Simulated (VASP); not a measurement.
# SnSe2 (P-3m1) in VASP: notebook, part 2 of 3

VASP 6.6.1.

## Step 3: Relaxation of cell and atoms, optB86b-vdW

This run uses another cell than the first one, of 25.73 Å³/atom, 0.992 times its volume.

INCAR reads:

```
SYSTEM = SnSe2
PREC     = Accurate       ! precision mode
ENCUT    = 600            ! plane-wave cutoff, eV
EDIFF    = 1E-6           ! SCF threshold, eV
ISMEAR   = 0              ! smearing method
SIGMA    = 0.03           ! smearing width, eV
LREAL    = .False.        ! projectors in reciprocal space
LASPH    = .True.         ! aspherical terms in the spheres
NELM     = 80             ! most SCF steps
ALGO     = Normal         ! electronic algorithm
ISIF     = 3              ! what is computed and relaxed
LWAVE    = .False.        ! write WAVECAR
LCHARG   = .False.        ! write CHGCAR
GGA      = MK             ! functional
LUSE_VDW = .True.       
AGGAC    = 0.0          
PARAM1   = 0.1234       
PARAM2   = 1.0          
IBRION   = 2              ! ionic algorithm
NSW      = 90             ! ionic steps
EDIFFG   = -0.01          ! ionic threshold
```

KPOINTS reads:

```
Automatic mesh
0
Gamma
  9 9 5
  0 0 0
```

POSCAR reads:

```
SnSe2
1.0
    3.8110000000      0.0000000000      0.0000000000
   -1.9055000000      3.3004228138      0.0000000000
    0.0000000000      0.0000000000      6.1360000000
Sn Se
1 2
Direct
    0.0000000000      0.0000000000      0.0000000000
    0.3333333333      0.6666666667      0.2490000000
    0.6666666667      0.3333333333      0.7510000000
```

Potentials or basis: VASP PAW PBE potentials, release 64 (Sn_d, Se).

The run is started by

```bash
$ cat potpaw_PBE.64/Sn_d/POTCAR potpaw_PBE.64/Se/POTCAR > POTCAR
$ mpirun -np 1 vasp_std > vasp.out
```

OUTCAR:

```text
SYSTEM = SnSe2
   PREC = Accurate
   ENCUT = 600
   EDIFF = 1E-6
   ISMEAR = 0
   LREAL = .False.
   LASPH = .True.
   NELM = 80
   ISIF = 3
   GGA = MK
   IBRION = 2
   NSW = 90
   EDIFFG = -0.01

 ion  position               nearest neighbor table
   1  0.000  0.000  0.000-   2 2.68   3 2.68   2 2.68   3 2.68   3 2.68   2 2.68
   2  0.333  0.667  0.249-   1 2.68   1 2.68   1 2.68
   3  0.667  0.333  0.751-   1 2.68   1 2.68   1 2.68

  LATTYP: Found a hexagonal cell.
 ALAT       =     3.8110000000
 C/A-ratio  =     1.6100760955

  Lattice vectors:

 A1 = (   3.8110000000,   0.0000000000,   0.0000000000)
 A2 = (  -1.9055000000,   3.3004228138,   0.0000000000)
 A3 = (   0.0000000000,   0.0000000000,   6.1360000000)

Analysis of symmetry for initial positions (statically):
=====================================================================
 Subroutine PRICEL returns:
 Original cell was already a primitive cell.

 Routine SETGRP: Setting up the symmetry group for a
 hexagonal supercell.

 Subroutine GETGRP returns: Found 12 space group operations
 (whereof 12 operations were pure point group operations)
 out of a pool of 24 trial point group operations.

The static configuration has the point symmetry D_3d.

Analysis of symmetry for dynamics (positions and initial velocities):
=====================================================================
 Subroutine PRICEL returns:
 Original cell was already a primitive cell.

[... 170 lines left out ...]
  in kB       38.1190957     38.1190957     53.1903181     -0.0000000     -0.0000000      0.0000000
  external PRESSURE =      43.1428365 kB  Pullay stress =       0.0000000 kB
[... 100 lines left out ...]
  energy  without entropy=       -5.6411110549  energy(sigma->0) =       -5.64111105

Total vdW correction in eV:      4.4468140

 E-fermi :   4.0175     XC(G=0):  -9.4525

 val. band max:        3.8644685283   @ k =   0.1111   0.1111   0.0000
 cond. band min:       4.3091783093   @ k =   0.0000   0.4444   0.4000
 fundamental gap:      0.4447097810
 Fermi energy:         4.0175385567

 k-point     1 :       0.0000    0.0000    0.0000
  band No.  band energies     occupation
      1     -17.3857      2.00000
      2     -17.3857      2.00000
      3     -17.3513      2.00000
      4     -17.3421      2.00000
      5     -17.3421      2.00000
      6      -9.8067      2.00000
[... 459 lines left out ...]
      6      -9.0105      2.00000
[... 9 lines left out ...]
     16       8.7686      0.00000
     17       9.9802      0.00000

 [... further k-points ...]

[... ionic steps 4 to 12 ...]

--------------------------------------- Ionic step       13  -------------------------------------------

 number of electron      25.9999995 magnetization

------------------------ aborting loop because EDIFF is reached ----------------------------------------
[... 73 lines left out ...]
--------------------------------------- Ionic step       15  -------------------------------------------

 number of electron      25.9999995 magnetization

 Free energy of the ion-electron system (eV)
  ---------------------------------------------------
  ext. energy  EPLUGINS =         0.00000000
  ---------------------------------------------------
  free energy    TOTEN  =        -5.64908727 eV

  energy without entropy =       -5.64908727  energy(sigma->0) =       -5.64908727

 E-fermi :   4.1478     XC(G=0):  -9.5024

 val. band max:        3.9993928951   @ k =   0.1111   0.1111   0.0000
 cond. band min:       4.4270158808   @ k =   0.0000   0.4444   0.4000
 fundamental gap:      0.4276229857
 Fermi energy:         4.1478449305

 k-point     1 :       0.0000    0.0000    0.0000
  band No.  band energies     occupation
      1     -17.2867      2.00000
      2     -17.2867      2.00000
      3     -17.2524      2.00000
      4     -17.2427      2.00000
      5     -17.2427      2.00000
      6      -9.7464      2.00000
[... 505 lines left out ...]
  energy  without entropy=       -5.6490872677  energy(sigma->0) =       -5.64908727

Total vdW correction in eV:      4.3835880

 reached required accuracy - stopping structural energy minimisation
```

CONTCAR:

```text
SnSe2
   1.00000000000000
     3.8592450249034194    0.0000000000000000   -0.0000000000000000
    -1.9296225124517097    3.3422042309717361    0.0000000000000001
    -0.0000000000000001    0.0000000000000004    6.1027364654320770
  Sn              Se
     1     2
Direct
     0.0000000000000000    0.0000000000000000    0.0000000000000000
     0.3333333332999970    0.6666666667000030    0.2623009012480026
     0.6666666667000030    0.3333333332999970    0.7376990987519977

  0.00000000E+00  0.00000000E+00  0.00000000E+00
  0.00000000E+00  0.00000000E+00  0.00000000E+00
  0.00000000E+00  0.00000000E+00  0.00000000E+00
```

It took 12 min on 1 thread of Intel Xeon 6975P-C (Granite Rapids), shared host; peak memory 0.51 GiB.

Results:

```yaml
Free_energy: -5.6491 eV
Relaxed_volume: 26.24 Å³/atom
Relaxed_cell: a = 3.859 Å, b = 3.859 Å, c = 6.103 Å, α = 90.00°, β = 90.00°, γ = 120.00°
Space_group_after_relaxing_to_0.05_Å: P-3m1 (No. 164)
Energy_gained_by_relaxing: 27.8 meV/atom
Ionic_steps: 15
Pressure_after_relaxing: 0.0 GPa
Largest_force_after_relaxing: 0.008 eV/Å
Band_gap_on_the_k_mesh: 0.43 eV, indirect (least direct gap 0.75 eV)
```

Forces on the atoms (eV/Å):
```
Sn   0.000  0.000  0.000
Se   0.000  0.000 -0.008
Se   0.000  0.000  0.008
```

Step by step:
```csv
step,energy change (eV),largest force (eV/Å),pressure (GPa),volume (Å³)
1,0.0000,0.8814,4.31,77.18
2,-0.0270,0.3891,-3.24,85.17
3,-0.0754,0.1253,-0.31,81.44
4,-0.0754,0.1385,-0.21,81.35
5,-0.0777,0.0985,-0.13,80.97
6,-0.0786,0.0587,-0.03,80.60
7,-0.0787,0.0478,0.00,80.50
8,-0.0795,0.0337,-0.06,80.40
9,-0.0813,0.0065,-0.25,80.09
10,-0.0820,0.0836,-0.56,79.47
11,-0.0822,0.0599,-0.47,79.66
12,-0.0825,0.0511,-0.39,79.50
13,-0.0832,0.0243,-0.17,79.02
14,-0.0827,0.0283,0.32,78.04
15,-0.0833,0.0075,-0.01,78.72
```

Final structure:
```cif
data_structure
_symmetry_space_group_name_H-M 'P 1'
_symmetry_Int_Tables_number 1
_cell_length_a 3.8592
_cell_length_b 3.8592
_cell_length_c 6.1027
_cell_angle_alpha 90.000
_cell_angle_beta 90.000
_cell_angle_gamma 120.000
_cell_volume 78.72
loop_
_atom_site_label
_atom_site_type_symbol
_atom_site_fract_x
_atom_site_fract_y
_atom_site_fract_z
_atom_site_occupancy
Sn1 Sn 0.00000 0.00000 0.00000 1
Se1 Se 0.33333 0.66667 0.26230 1
Se2 Se 0.66667 0.33333 0.73770 1
```

Caveat: the PAW data sets were made with another functional, which shifts forces and pressure a little; spin-orbit coupling is left out, which moves the levels of the heavy elements; an odd mesh through Γ misses points on the zone boundary, where band edges often lie. Zero-point motion and thermal expansion aren't in these numbers.

## Step 4: Relaxation of cell and atoms, optB86b-vdW

This run uses another cell than the first one, of 26.24 Å³/atom, 1.012 times its volume.

Edit INCAR of step 3 so:

```diff
@@ -3,3 +3,3 @@
 ENCUT    = 600            ! plane-wave cutoff, eV
-EDIFF    = 1E-6           ! SCF threshold, eV
+EDIFF    = 1E-7           ! SCF threshold, eV
 ISMEAR   = 0              ! smearing method
@@ -20,2 +20,2 @@
 NSW      = 90             ! ionic steps
-EDIFFG   = -0.01          ! ionic threshold
+EDIFFG   = -0.005         ! ionic threshold
```

KPOINTS is that of step 3.

POSCAR reads:

```
SnSe2                                   
1.0
    3.8592450249      0.0000000000     -0.0000000000
   -1.9296225125      3.3422042310      0.0000000000
   -0.0000000000      0.0000000000      6.1027364654
  Sn              Se            
     1     2
Direct
     0.0000000000000000    0.0000000000000000    0.0000000000000000
     0.3333333332999970    0.6666666667000030    0.2623009012480026
     0.6666666667000030    0.3333333332999970    0.7376990987519977
```

Potentials or basis: VASP PAW PBE potentials, release 64 (Sn_d, Se).

The run is started by

```bash
$ cat potpaw_PBE.64/Sn_d/POTCAR potpaw_PBE.64/Se/POTCAR > POTCAR
$ mpirun -np 1 vasp_std > vasp.out
```

OUTCAR:

```text
SYSTEM = SnSe2
   PREC = Accurate
   ENCUT = 600
   EDIFF = 1E-7
   ISMEAR = 0
   LREAL = .False.
   LASPH = .True.
   NELM = 80
   ISIF = 3
   GGA = MK
   IBRION = 2
   NSW = 90
   EDIFFG = -0.005

 ion  position               nearest neighbor table
   1  0.000  0.000  0.000-   2 2.74   3 2.74   3 2.74   2 2.74   3 2.74   2 2.74
   2  0.333  0.667  0.262-   1 2.74   1 2.74   1 2.74
   3  0.667  0.333  0.738-   1 2.74   1 2.74   1 2.74

  LATTYP: Found a hexagonal cell.
 ALAT       =     3.8592450249
 C/A-ratio  =     1.5813291009

  Lattice vectors:

 A1 = (   3.8592450249,   0.0000000000,   0.0000000000)
 A2 = (  -1.9296225125,   3.3422042310,   0.0000000000)
 A3 = (   0.0000000000,   0.0000000000,   6.1027364654)

Analysis of symmetry for initial positions (statically):
=====================================================================
 Subroutine PRICEL returns:
 Original cell was already a primitive cell.

 Routine SETGRP: Setting up the symmetry group for a
 hexagonal supercell.

 Subroutine GETGRP returns: Found 12 space group operations
 (whereof 12 operations were pure point group operations)
 out of a pool of 24 trial point group operations.

The static configuration has the point symmetry D_3d.

Analysis of symmetry for dynamics (positions and initial velocities):
=====================================================================
 Subroutine PRICEL returns:
 Original cell was already a primitive cell.

 Routine SETGRP: Setting up the symmetry group for a
 hexagonal supercell.

 Subroutine GETGRP returns: Found 12 space group operations
 (whereof 12 operations were pure point group operations)
 out of a pool of 24 trial point group operations.

The dynamic configuration has the point symmetry D_3d.

 Subroutine INISYM returns: Found 12 space group operations
 (whereof 12 operations are pure point group operations),
 and found     1 'primitive' translations

----------------------------------------------------------------------------------------

                                     Primitive cell

  volume of cell :      78.7154

  direct lattice vectors                    reciprocal lattice vectors
     3.859245025  0.000000000  0.000000000     0.259118038  0.149601869  0.000000000
    -1.929622512  3.342204231  0.000000000     0.000000000  0.299203738  0.000000000
     0.000000000  0.000000000  6.102736465     0.000000000  0.000000000  0.163860918

  length of vectors
     3.859245025  3.859245025  6.102736465     0.299203738  0.299203738  0.163860918

  position of ions in fractional coordinates (direct lattice)
     0.000000000  0.000000000  0.000000000
     0.333333333  0.666666667  0.262300901
     0.666666667  0.333333333  0.737699099

  ion indices of the primitive-cell ions
   primitive index   ion index
                 1           1
[... 112 lines left out ...]
 maximum number of plane-waves:      2671
 NGX is ok and might be reduce to    32
   NGX = 15   NGY = 15   NGZ = 25

--------------------------------------- Ionic step        1  -------------------------------------------

 number of electron      25.9999995 magnetization

 Free energy of the ion-electron system (eV)
  ---------------------------------------------------
  ext. energy  EPLUGINS =         0.00000000
  ---------------------------------------------------
  free energy    TOTEN  =        -5.64919202 eV

  energy without entropy =       -5.64919202  energy(sigma->0) =       -5.64919202

------------------------ aborting loop because EDIFF is reached ----------------------------------------

  FORCE on cell =-STRESS in cart. coord.  units (eV):
  Direction    XX          YY          ZZ          XY          YZ          ZX
  --------------------------------------------------------------------------------------
  -------------------------------------------------------------------------------------
  Total       -0.0025330     -0.0025330     -0.0105414      0.0000000      0.0000000     -0.0000000
  in kB       -0.0515573     -0.0515573     -0.2145597      0.0000000      0.0000000     -0.0000000
  external PRESSURE =      -0.1058915 kB  Pullay stress =       0.0000000 kB

 VOLUME and BASIS-vectors are now :
 -----------------------------------------------------------------------------
  energy-cutoff  :      600.00
  volume of cell :       78.72
      direct lattice vectors                 reciprocal lattice vectors
     3.859245025  0.000000000  0.000000000     0.259118038  0.149601869  0.000000000
    -1.929622512  3.342204231  0.000000000     0.000000000  0.299203738  0.000000000
     0.000000000  0.000000000  6.102736465     0.000000000  0.000000000  0.163860918

 POSITION                                       TOTAL-FORCE (eV/Angst)
 -----------------------------------------------------------------------------------
      0.00000      0.00000      0.00000         0.000000      0.000000      0.000000
     -0.00000      2.22814      1.60075        -0.000000      0.000000     -0.007520
      1.92962      1.11407      4.50198         0.000000     -0.000000      0.007520
 -----------------------------------------------------------------------------------
    total drift:                                0.000000      0.000000      0.000000

  FREE ENERGIE OF THE ION-ELECTRON SYSTEM (eV)
  ---------------------------------------------------
  free  energy   TOTEN  =        -5.6491920199 eV

  energy  without entropy=       -5.6491920199  energy(sigma->0) =       -5.64919202

Total vdW correction in eV:      4.3836003

--------------------------------------- Ionic step        2  -------------------------------------------

 number of electron      25.9999995 magnetization

 Free energy of the ion-electron system (eV)
  ---------------------------------------------------
  ext. energy  EPLUGINS =         0.00000000
  ---------------------------------------------------
  free energy    TOTEN  =        -5.64919560 eV

  energy without entropy =       -5.64919560  energy(sigma->0) =       -5.64919560

 E-fermi :   4.1521     XC(G=0):  -9.5032

 val. band max:        4.0022210923   @ k =   0.1111   0.1111   0.0000
 cond. band min:       4.4312695534   @ k =   0.0000   0.4444   0.4000
 fundamental gap:      0.4290484611
 Fermi energy:         4.1520534317

 k-point     1 :       0.0000    0.0000    0.0000
  band No.  band energies     occupation
      1     -17.2842      2.00000
      2     -17.2842      2.00000
      3     -17.2499      2.00000
      4     -17.2402      2.00000
      5     -17.2402      2.00000
      6      -9.7463      2.00000
[... 457 lines left out ...]
      4     -17.2387      2.00000
      5     -17.2281      2.00000
      6      -8.9400      2.00000
[... 9 lines left out ...]
     16       8.8938      0.00000
     17      10.1386      0.00000

 [... further k-points ...]

------------------------ aborting loop because EDIFF is reached ----------------------------------------

  FORCE on cell =-STRESS in cart. coord.  units (eV):
  Direction    XX          YY          ZZ          XY          YZ          ZX
  --------------------------------------------------------------------------------------
  -------------------------------------------------------------------------------------
  Total        0.0078888      0.0078888      0.0100869     -0.0000000      0.0000000     -0.0000000
  in kB        0.1606098      0.1606098      0.2053597     -0.0000000      0.0000000     -0.0000000
  external PRESSURE =       0.1755264 kB  Pullay stress =       0.0000000 kB

 VOLUME and BASIS-vectors are now :
 -----------------------------------------------------------------------------
  energy-cutoff  :      600.00
  volume of cell :       78.70
      direct lattice vectors                 reciprocal lattice vectors
     3.859087825  0.000000000 -0.000000000     0.259128593  0.149607963  0.000000000
    -1.929543913  3.342068092 -0.000000000    -0.000000000  0.299215926  0.000000000
     0.000000000  0.000000000  6.101701962     0.000000000  0.000000000  0.163888700

 POSITION                                       TOTAL-FORCE (eV/Angst)
 -----------------------------------------------------------------------------------
      0.00000      0.00000     -0.00000        -0.000000      0.000000      0.000000
     -0.00000      2.22805      1.60012         0.000000     -0.000000     -0.001658
      1.92954      1.11402      4.50158         0.000000      0.000000      0.001658
 -----------------------------------------------------------------------------------
    total drift:                                0.000000     -0.000000      0.000000

  FREE ENERGIE OF THE ION-ELECTRON SYSTEM (eV)
  ---------------------------------------------------
  free  energy   TOTEN  =        -5.6491955958 eV

  energy  without entropy=       -5.6491955958  energy(sigma->0) =       -5.64919560

Total vdW correction in eV:      4.3831546

 reached required accuracy - stopping structural energy minimisation
```

Wall time 2 min (1 thread of Intel Xeon 6975P-C (Granite Rapids), shared host); peak memory 0.55 GiB.

What came out:

* Free energy: -5.6492 eV
* Relaxed volume: 26.23 Å³/atom
* Relaxed cell: a = 3.859 Å, b = 3.859 Å, c = 6.102 Å, α = 90.00°, β = 90.00°, γ = 120.00°
* Space group after relaxing (to 0.05 Å): P-3m1 (No. 164)
* Energy gained by relaxing: 0.0 meV/atom
* Ionic steps: 2
* Pressure after relaxing: 0.0 GPa
* Band gap on the k mesh: 0.43 eV, indirect (least direct gap 0.75 eV)

Final structure:
```xyz
3
Lattice="3.8591 0.0000 0.0000 -1.9295 3.3421 0.0000 0.0000 0.0000 6.1017" Properties=species:S:1:pos:R:3 pbc="T T T"
Sn    0.0000    0.0000    0.0000
Se    0.0000    2.2280    1.6001
Se    1.9295    1.1140    4.5016
```

Caveat: the PAW data sets were made with another functional, which shifts forces and pressure a little; spin-orbit coupling is left out, which moves the levels of the heavy elements; an odd mesh through Γ misses points on the zone boundary, where band edges often lie.

[end of part 2 of 3]
